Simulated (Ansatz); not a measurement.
```
Si O
1.0
     0.00000    2.15056    2.15056
     2.15056    0.00000    2.15056
     2.15056    2.15056    0.00000
Si O
1 2
Direct
  0.00000 0.00000 0.00000
  0.25000 0.25000 0.25000
  0.75000 0.75000 0.75000
```

RPA correlation and exact exchange on PBE orbitals, hard PAW set made for 700 eV (Ansatz); 4×4×4 mesh, wave cutoff 700 eV, correlation extrapolated to infinite response cutoff from cutoffs up to 280 eV, 24 electrons, all correlated, 136 empty bands, long-wavelength term: optical limit. The band count ends below the top response cutoff.

The cell is then scaled evenly to 1.128 times this volume.

Energy change of the cell: PBE -0.729 eV (mean pressure +46.0 GPa); the Hartree-Fock expression on these orbitals -0.208 eV (mean pressure +13.1 GPa).

Problem. What change follows for RPA correlation and the RPA total?

Solution. RPA correlation: -0.369 eV (mean pressure +23.3 GPa). The RPA total: -0.576 eV (mean pressure +36.4 GPa).

This ran on a trial build of the method. The cell is a model at fixed atoms and needn't be the relaxed known crystal. The correlation step scatters with the plane-wave count, here by about 0.06 eV. The mesh is coarse, so these steps aren't converged.
